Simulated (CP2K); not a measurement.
# Ge under changes of volume

One of the cells (19.913 Å³/atom); the others are scaled copies at fixed shape and fractional positions:

```
Ge
1.0
     2.71047    0.00000    0.00000
     0.00000    2.71047    0.00000
     0.00000    0.00000    2.71047
Ge
1
Direct
  0.00000 0.00000 0.00000
```

The cell was built by a generator and needn't be a form met in nature.

* Program: CP2K 2026.2
* Functional: PBEsol
* Potentials or basis: POTENTIAL_UZH Ge GTH-PBE-q4; TZVP-MOLOPT-PBE-GTH basis
* Density cutoff: 6123 eV
* k mesh: 10 × 10 × 10
* Occupations: fermi-dirac, width 0.05 eV
* Spin: no spin polarisation

```csv
volume (Å³/atom),energy over the lowest point (meV/atom),pressure (GPa)
18.718,?,?
19.116,4.25,2.6
19.515,0.10,0.9
19.913,0.00,-0.6
20.311,3.49,-2.0
20.709,10.16,-3.2
21.108,19.65,-4.3
```

**Question.** What does the run at 18.718 Å³/atom give?

**Answer.** Energy over the lowest point 12.71 meV/atom; pressure 4.4 GPa.

Worked out: A Birch-Murnaghan fit of order 3 (a polynomial in V^(-2/3)) to the other rows has its minimum at 19.72 Å³/atom with B0 = V·E''(V) = 76 GPa and B' = 5.0. It gives 12.97 meV/atom at 18.718 Å³/atom, against the run's 12.71, and -dE/dV = 4.5 GPa, against 4.4.

Energies are extrapolated to zero smearing.

Caveats: the potentials were made for another functional, which shifts forces and pressure; the basis of atomic orbitals isn't converged, which shifts pressures, moduli and gaps.
